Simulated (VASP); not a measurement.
A VASP calculation is set up with these files.

**KPOINTS**
```
Automatic mesh
0
Gamma
7 7 7
0 0 0
```

POSCAR:
```
SrF2
1
    0.0000000000     2.9623693865     2.9623693865
    2.9623693865     0.0000000000     2.9623693865
    2.9623693865     2.9623693865     0.0000000000
Sr F
1 2
Direct
  0.0000000000   0.0000000000   0.0000000000
  0.2500000000   0.2500000000   0.2500000000
  0.7500000000   0.7500000000   0.7500000000
```

INCAR:
```
NELM=100   ! most electronic steps
GGA=PE
LCHARG=F
LREAL=F
LWAVE=F
ALGO=Normal   ! blocked Davidson
SYSTEM=SrF2
SIGMA=0.05   ! width (eV)
ENCUT=520   ! plane-wave cut-off (eV)
PREC=Accurate
EDIFF=1E-7
LASPH=T   ! aspherical one-centre terms
LMAXMIX=4
ISIF=2
ISMEAR=0   ! Gaussian
```

POTCAR, in this order: Sr_sv F (PBE.64 set). Program: vasp_std.

Q: Write an equivalent input for Quantum ESPRESSO's pw.x.

A: One equivalent input (not run):
```
&CONTROL
  calculation = 'scf'
  pseudo_dir = './pseudo'
  outdir = './out'
  tprnfor = .true.
  tstress = .true.
/
&SYSTEM
  ibrav = 0
  nat = 3
  ntyp = 2
  ecutwfc = 84
  occupations = 'smearing'
  smearing = 'gaussian'
  degauss = 0.003675
  input_dft = 'pbe'
/
&ELECTRONS
  conv_thr = 7.3e-09
  electron_maxstep = 100
/
ATOMIC_SPECIES
  Sr 87.620 Sr.upf
  F 18.998 F.upf
CELL_PARAMETERS angstrom
     0.0000000    2.9623694    2.9623694
     2.9623694    0.0000000    2.9623694
     2.9623694    2.9623694    0.0000000
ATOMIC_POSITIONS crystal
  Sr   0.0000000  0.0000000  0.0000000
  F    0.2500000  0.2500000  0.2500000
  F    0.7500000  0.7500000  0.7500000
K_POINTS automatic
  7 7 7 0 0 0
```
The two are equivalent in intent, not identical: the potentials are each code's own (VASP's PAW set, PseudoDojo norm-conserving files in pw.x), so ENCUT and ecutwfc are chosen apart and not converted; conv_thr bounds pw.x's estimated SCF error, while EDIFF bounds the energy change between steps.

The compound is SrF2 in the fluorite structure. This cell is one point of a volume scan, at 1.03 of the reference volume.
